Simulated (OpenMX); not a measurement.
Crystal: PtSe2 (Sudovikovite).

```
CELL_PARAMETERS angstrom
3.72400 0.00000 0.00000
-1.86200 3.22508 0.00000
0.00000 0.00000 5.06200
ATOMIC_POSITIONS crystal
Pt 0.00000 0.00000 0.00000
Se 0.66667 0.33333 0.75000
Se 0.33333 0.66667 0.25000
```

Base run:

```yaml
Program: OpenMX 3.8.5
Functional: PBE
Potentials_or_basis: OpenMX 2013 PBE set, Pt7.0-s3p2d2f1, Se7.0-s3p2d2, grid cutoff 400 Ry
k_mesh: 7 × 7 × 5
Occupations: fermi-dirac, width 0.05 eV
Spin: no spin polarisation
```

Its results: pressure 8.2 GPa; largest force 0.862 eV/Å.

Q: The run is repeated on the same cell with these changes: functional from PBE to LDA; potentials or basis from OpenMX 2013 PBE set, Pt7.0-s3p2d2f1, Se7.0-s3p2d2, grid cutoff 400 Ry to OpenMX 2013 LDA set, Pt7.0-s3p2d2f1, Se7.0-s3p2d2, grid cutoff 400 Ry. What comes out?

A: Pressure 0.4 GPa; largest force 0.463 eV/Å.

Caveats: the basis of atomic orbitals isn't converged, which shifts pressures, moduli and gaps.
